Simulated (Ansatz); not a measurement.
Crystal: MnS.

```xyz
2
Lattice="0.0000 2.4735 2.4735 2.4735 0.0000 2.4735 2.4735 2.4735 0.0000" Properties=species:S:1:pos:R:3 pbc="T T T"
Mn    0.0000    0.0000    0.0000
S     3.7102    3.7102    3.7102
```

The cell is a database's computed one.

```yaml
Program: Ansatz 0.2.0
Task: relaxation of cell and atoms
Functional: PBEsol
Potentials_or_basis: Ansatz PAW
Cutoff: "420 eV (not typed: the program's choice for these potentials)"
k_mesh: 9 × 9 × 9
Occupations: fermi-dirac, width 0.05 eV
Spin: collinear spin, ferromagnetic start
Starting_moments: "[4.0, 0.0] μB"
Hubbard_terms: Mn d U = 4 eV
```

At the start: volume 15.13 Å³/atom.

Where does the relaxation end?

It ends after 11 steps and the volume is 22.74 Å³/atom (+50.3 %); space group F-43m (No. 216, to 0.05 Å); moment 5.00 μB per cell.

Step by step:
```
step  energy change (eV)  largest force (eV/Å)  volume (Å³)
   1              0.0000                0.0000        30.27
   2             -1.1164                0.0000        34.91
   3             -1.7088                0.0000        40.01
   4             -1.8334                0.0000        43.55
   5             -1.8375                0.0000        44.42
   6             -1.8375                0.0000        44.38
   7             -1.8774                0.0000        44.38
   8             -1.8826                0.0000        45.25
   9             -1.8828                0.0000        45.48
  10             -1.8830                0.0000        45.48
  11             -1.8830                0.0000        45.48
```

Final structure:
```xyz
2
Lattice="0.0000 2.8332 2.8332 2.8332 0.0000 2.8332 2.8332 2.8332 0.0000" Properties=species:S:1:pos:R:3 pbc="T T T"
Mn    0.0000    0.0000    0.0000
S     4.2498    4.2498    4.2498
```

Caveat: the magnetic or orbital state may not be the lowest; the electronic state changed during the relaxation; the volume moved by over 15 % at a fixed basis, so the end points are rough; the plane-wave basis is chosen anew once the cell has moved, so the energies of steps on either side of that aren't comparable; a cell with one magnetic atom can't hold antiferromagnetic order, which such compounds often take; the PAW data sets come from PBE, with cores solved anew for the run's functional, which leaves a small shift of forces and pressure.
